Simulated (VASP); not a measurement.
# LiCl in VASP: one cell, several levels of theory, part 1 of 2

LiCl (wurtzite), under -3.1 % biaxial strain in x and y, free along z is computed at one geometry. Runs: PBE, r2SCAN. This is a trial cell built on a prototype, not taken from a measured structure, and it needn't be the compound's ground state.

Program: VASP 6.6.1. PAW datasets, plane waves. No spin polarisation. The prototype was imposed, so other structures may be more stable.

### 1 The structure to begin with

The cell comes from an earlier relaxation with r2SCAN in another program, then strained, with the atoms relaxed again.

Space group P6_3mc (No. 186), hexagonal; conventional cell a = 3.772 Å, c = 6.406 Å, 19.73 Å³ an atom. Near Li stand 4 Cl at 2.34–2.36 Å; near Cl stand 4 Li at 2.34–2.36 Å.

As a file:

Space group P6_3mc (No. 186). a = 3.772 Å, b = 3.772 Å, c = 6.406 Å, α = 90.00°, β = 90.00°, γ = 120.00°
```json
{"atom": "Li", "site": "2b", "symmetry": "3m.", "x": "0.3333", "y": "0.6667", "z": "0.0033"}
{"atom": "Cl", "site": "2b", "symmetry": "3m.", "x": "0.3333", "y": "0.6667", "z": "0.3717"}
```

### 2 PBE at this geometry

Input file INCAR:

```
ENCUT = 520.000000
SIGMA = 0.020000
EDIFF = 1.00e-07
GGA = PE
PREC = Accurate
IBRION = -1
ISIF = 2
ISMEAR = -1
NBANDS = 18
NELM = 120
NSW = 0
LASPH = .TRUE.
LCHARG = .TRUE.
LELF = .TRUE.
LWAVE = .FALSE.
LREAL = .FALSE.
```

Input file KPOINTS:

```
KPOINTS created by Atomic Simulation Environment
0
Gamma
12 12 4
0 0 0
```

Input file KPOINTS_OPT:

```
special points
6
Reciprocal
0.0000000000 0.0000000000 0.0000000000 1
0.5000000000 0.0000000000 0.0000000000 1
0.3333333333 0.3333333333 0.0000000000 1
0.0000000000 0.0000000000 0.5000000000 1
0.5000000000 0.0000000000 0.5000000000 1
0.3333333333 0.3333333333 0.5000000000 1
```

Input file POSCAR:

```
Li Cl
 1.0000000000000000
     3.7715172854681720    0.0000000000288676    0.0000000000000000
    -1.8857586427590860    3.2662297800131301    0.0000000000000000
     0.0000000000000000    0.0000000000000000    6.4055669090000000
 Li  Cl
   2   2
Cartesian
 -0.0000000000166669  2.1774865200183759  0.0213083223634784
  1.8857586427257524  1.0887432600236218  3.2240917768634780
 -0.0000000000166669  2.1774865200183759  2.3807792685115210
  1.8857586427257524  1.0887432600236218  5.5835627230115206
```

Potentials: the recommended PBE PAW datasets, 20 valence electrons in the neutral cell.

The run is started by

```sh
$ mpirun -np 1 vasp_std
```

Standard output, without the iteration lines:

```text
POSCAR found type information on POSCAR LiCl
 POSCAR found :  2 types and       4 ions
 LDA part: xc-table for (Slater+PW92), standard interpolation
 POSCAR, INCAR and KPOINTS ok, starting setup
 FFT: planning ... GRIDC
 FFT: planning ... GRID_SOFT
 FFT: planning ... GRID
 WAVECAR not read
 entering main loop
 Start KPOINTS_OPT (optional k-point list driver)
k-point batch [1-6\6]
```

OSZICAR:

```text
N       E                     dE             d eps       ncg     rms          rms(c)
DAV:   1     0.130485542890E+03    0.13049E+03   -0.88554E+03  2052   0.107E+03
DAV:   2    -0.280296282835E+00   -0.13077E+03   -0.12556E+03  2544   0.235E+02
DAV:   3    -0.146068569782E+02   -0.14327E+02   -0.14262E+02  3598   0.666E+01
DAV:   4    -0.150315485198E+02   -0.42469E+00   -0.42301E+00  2996   0.130E+01
DAV:   5    -0.150570786526E+02   -0.25530E-01   -0.25525E-01  3202   0.259E+00    0.329E+00
DAV:   6    -0.148057151597E+02    0.25136E+00   -0.43696E-01  2480   0.308E+00    0.248E+00
DAV:   7    -0.148091187542E+02   -0.34036E-02   -0.15176E-01  2712   0.180E+00    0.150E+00
DAV:   8    -0.148314329997E+02   -0.22314E-01   -0.28539E-02  2330   0.107E+00    0.287E-01
DAV:   9    -0.148314851411E+02   -0.52141E-04   -0.11563E-03  3006   0.212E-01    0.897E-02
DAV:  10    -0.148326732805E+02   -0.11881E-02   -0.13981E-03  2214   0.218E-01    0.237E-02
DAV:  11    -0.148326847969E+02   -0.11516E-04   -0.24668E-05  2890   0.341E-02    0.767E-03
DAV:  12    -0.148326921447E+02   -0.73478E-05   -0.44924E-06  2320   0.136E-02    0.327E-03
DAV:  13    -0.148326944726E+02   -0.23278E-05   -0.22343E-06  2298   0.827E-03    0.120E-03
DAV:  14    -0.148326945545E+02   -0.81951E-07   -0.14528E-07  2880   0.259E-03
   1 F= -.14832695E+02 E0= -.14832695E+02  d E =-.526459E-12
       N       E                     dE             ncg
DAV:   1     0.159348498403E+04   -0.36240E+04      216
DAV:   2     0.858317608414E+03   -0.73517E+03      282
DAV:   3     0.778905336436E+03   -0.79412E+02      374
DAV:   4     0.776558974502E+03   -0.23464E+01      308
DAV:   5     0.776427537750E+03   -0.13144E+00      340
DAV:   6     0.776426458829E+03   -0.10789E-02      302
DAV:   7     0.776426415197E+03   -0.43631E-04      348
DAV:   8     0.776426414858E+03   -0.33918E-06      294
DAV:   9     0.776426414850E+03   -0.82980E-08      252
```

The lines after F= are the extra pass for the points of KPOINTS_OPT, at fixed density; their E is not a total energy.

Parts of OUTCAR:

```text
k-points           NKPTS =     57   k-points in BZ     NKDIM =     57   number of bands    NBANDS=     18

   NELECT =      20.0000    total number of electrons

   dimension x,y,z NGX =    28 NGY =   28 NGZ =   48
   dimension x,y,z NGXF=    56 NGYF=   56 NGZF=   96

  energy-cutoff  :      520.00
  volume of cell :       78.91
      direct lattice vectors                 reciprocal lattice vectors
     3.771517285  0.000000000  0.000000000     0.265145278  0.153081698  0.000000000
    -1.885758643  3.266229780  0.000000000    -0.000000000  0.306163396  0.000000000
     0.000000000  0.000000000  6.405566909     0.000000000  0.000000000  0.156114207

 k-points in reciprocal lattice and weights: KPOINTS created by Atomic Simulation Env
   0.00000000  0.00000000  0.00000000       0.002
   0.08333333 -0.00000000  0.00000000       0.010
   0.16666667 -0.00000000  0.00000000       0.010
   0.25000000  0.00000000  0.00000000       0.010
   0.33333333 -0.00000000  0.00000000       0.010
   0.41666667 -0.00000000  0.00000000       0.010
   0.50000000  0.00000000  0.00000000       0.005
   0.08333333  0.08333333  0.00000000       0.010
[... 49 more k-points ...]

 E-fermi :  -0.3996

 k-point     1 :       0.0000    0.0000    0.0000
  band No.  band energies     occupation
      1     -43.7057      2.00000
      2     -43.7042      2.00000
      3     -13.7536      2.00000
      4     -13.4712      2.00000
      5      -3.0910      2.00000
      6      -1.1545      2.00000
      7      -1.1545      2.00000
      8      -1.0508      2.00000
      9      -0.8710      2.00000
     10      -0.8710      2.00000
     11       5.2465      0.00000
     12       7.5129      0.00000
     13       9.1321      0.00000
     14       9.3921      0.00000
     15       9.3921      0.00000
     16      10.1173      0.00000
     17      10.2967      0.00000
     18      10.2967      0.00000

 k-point     2 :       0.0833   -0.0000    0.0000
  band No.  band energies     occupation
      1     -43.7057      2.00000
      2     -43.7042      2.00000
      3     -13.7344      2.00000
      4     -13.4597      2.00000
      5      -3.0522      2.00000
      6      -1.2860      2.00000
      7      -1.2023      2.00000
      8      -1.0674      2.00000
      9      -1.0175      2.00000
     10      -0.8926      2.00000
     11       5.4168      0.00000
     12       7.6994      0.00000
     13       9.1840      0.00000
     14       9.4130      0.00000
     15       9.5085      0.00000
     16       9.7355      0.00000
     17      10.4493      0.00000
     18      10.4557      0.00000

 k-point     3 :       0.1667   -0.0000    0.0000
  band No.  band energies     occupation
      1     -43.7054      2.00000
      2     -43.7040      2.00000
      3     -13.6804      2.00000
      4     -13.4286      2.00000
      5      -2.9407      2.00000
      6      -1.6338      2.00000
      7      -1.3726      2.00000
      8      -1.3237      2.00000
      9      -1.1170      2.00000
     10      -0.9556      2.00000
     11       5.8412      0.00000
     12       8.0939      0.00000
     13       8.9904      0.00000
     14       9.3429      0.00000
     15       9.6815      0.00000
     16       9.7517      0.00000
     17      10.4594      0.00000
     18      10.8671      0.00000

 k-point     4 :       0.2500    0.0000    0.0000
  band No.  band energies     occupation
      1     -43.7050      2.00000
      2     -43.7037      2.00000
      3     -13.6021      2.00000
      4     -13.3878      2.00000
      5      -2.7794      2.00000
      6      -2.0692      2.00000
      7      -1.7841      2.00000
      8      -1.4744      2.00000
      9      -1.2059      2.00000
     10      -1.0457      2.00000
     11       6.3372      0.00000
     12       8.2184      0.00000
     13       8.3388      0.00000
     14       9.6762      0.00000
     15       9.8306      0.00000
     16       9.8726      0.00000
     17      10.5016      0.00000
     18      11.1690      0.00000

 k-point     5 :       0.3333   -0.0000    0.0000
  band No.  band energies     occupation
      1     -43.7045      2.00000
      2     -43.7036      2.00000
      3     -13.5164      2.00000
      4     -13.3510      2.00000
      5      -2.6992      2.00000
      6      -2.3502      2.00000
      7      -2.1438      2.00000
      8      -1.6128      2.00000
      9      -1.3353      2.00000
     10      -1.1367      2.00000
     11       6.7030      0.00000
     12       7.7124      0.00000
     13       8.1998      0.00000
     14       9.6989      0.00000
     15       9.7083      0.00000
     16      10.1769      0.00000
     17      11.0376      0.00000
     18      11.6580      0.00000

 k-point     6 :       0.4167   -0.0000    0.0000
  band No.  band energies     occupation
      1     -43.7041      2.00000
      2     -43.7035      2.00000
      3     -13.4445      2.00000
      4     -13.3310      2.00000
      5      -2.8823      2.00000
      6      -2.4083      2.00000
      7      -2.2127      2.00000
      8      -1.7079      2.00000
      9      -1.4895      2.00000
     10      -1.2029      2.00000
     11       6.8163      0.00000
     12       7.3070      0.00000
     13       8.3043      0.00000
     14       9.5553      0.00000
     15       9.7156      0.00000
     16      10.3823      0.00000
     17      11.1559      0.00000
     18      12.4592      0.00000

 k-point     7 :       0.5000    0.0000    0.0000
  band No.  band energies     occupation
      1     -43.7040      2.00000
      2     -43.7034      2.00000
      3     -13.4137      2.00000
      4     -13.3276      2.00000
      5      -2.9727      2.00000
      6      -2.4909      2.00000
      7      -2.1113      2.00000
      8      -1.7416      2.00000
      9      -1.5805      2.00000
     10      -1.2269      2.00000
     11       6.8098      0.00000
     12       7.1789      0.00000
     13       8.3707      0.00000
     14       9.4996      0.00000
     15       9.8342      0.00000
     16      10.3941      0.00000
     17      11.0025      0.00000
     18      12.9606      0.00000

[... the tables of k-points 8 to 57 left out ...]

  Total        1.0368795      1.0368795      0.3143214     -0.0000000      0.0000000      0.0000000
  in kB       21.0532158     21.0532158      6.3821070     -0.0000000      0.0000000      0.0000000
  external PRESSURE =      16.1628462 kB  Pullay stress =       0.0000000 kB

 POSITION                                       TOTAL-FORCE (eV/Angst)
 -----------------------------------------------------------------------------------
     -0.00000      2.17749      0.02131        -0.000000      0.000000      0.001499
      1.88576      1.08874      3.22409         0.000000     -0.000000      0.001499
     -0.00000      2.17749      2.38078         0.000000     -0.000000     -0.001499
      1.88576      1.08874      5.58356         0.000000     -0.000000     -0.001499
 -----------------------------------------------------------------------------------
    total drift:                               -0.000000     -0.000000      0.000560

  FREE ENERGIE OF THE ION-ELECTRON SYSTEM (eV)
  ---------------------------------------------------
  free  energy   TOTEN  =       -14.8326945545 eV

  energy  without entropy=      -14.8326945545  energy(sigma->0) =      -14.83269455
```

Run time: 76 s. Hardware: 1 MPI rank of Intel Xeon Platinum 8488C, shared host; peak memory 0.25 GiB.

The levels at the points of KPOINTS_OPT are read from vasprun.xml.

Band energies at the special points (eV, zero at the top of v, the last band that the electrons fill by count):

| point | v−1 | v | c | c+1 |
| --- | --- | --- | --- | --- |
| Γ | 0.00 | 0.00 | 6.12 | 8.38 |
| M | -0.71 | -0.36 | 7.68 | 8.05 |
| K | -0.90 | -0.90 | 7.52 | 9.69 |
| A | -0.14 | -0.14 | 7.44 | 7.44 |
| L | -0.63 | -0.63 | 7.36 | 7.36 |
| H | -0.59 | -0.59 | 8.80 | 8.80 |

The PBE gap is 6.12 eV, direct at Γ. The pressure is 1.62 GPa; the forces vanish within 0.01 eV/Å.

Density in a lattice plane of the grid's cell (edges 3.77 and 6.41 Å, at 0.333 of the third edge), which holds Li and Cl.

Ten even steps from ' ' (0.02 e/Å³) to '@' (9.00 e/Å³):
```
              ..........    
              ....  ......  
              ....    ....  
              ..........    
                ......      
                            
                            
                            
                ..==--      
                --@@%%::    
                ..--::      
                            
                            
                            
                            
                            
                            
                            
                            
                  ....      
```
Columns run along the first of these edges and rows up along the second, over one cell in 14 and 20 even steps from the bottom left corner. Atoms in the plane (fractional): Li at (0.67, 0.50), Cl at (0.67, 0.87).

ELF in the same plane.

Ten even steps from ' ' (0.01) to '@' (0.97):
```
**::    --##%%@@%%%%%%%%%%%%
##--    ==%%%%%%##==++%%@@%%
##--    ==##%%%%##--==##%%%%
**::    --##%%%%%%%%%%%%%%%%
==..    ::++##%%@@@@@@%%%%##
..        ::++##%%%%%%%%##==
            ..::::::::::::..
                            
..------::..    ++@@%%::    
==******++--    %%@@@@++  ..
**########++..  --%%##..  ::
####%%%%##**--            ==
####%%####**==..        ::++
**######**++--..        ..==
==++****++--..            ::
..--====::..                
    ....                    
            ..::--====--::  
..        ::++**########**==
==..    ..++##%%%%%%%%%%%%##
```
Columns run along the first of these edges and rows up along the second, over one cell in 14 and 20 even steps from the bottom left corner. Atoms in the plane (fractional): Li at (0.67, 0.50), Cl at (0.67, 0.87).

Both are smooth fields of the valence electrons: close to the nuclei they are not physical.

The highest ELF values outside the cores: 0.90 in the shell around Cl, 0.8 Å from Cl.

(Continued in part 2 of 2.)
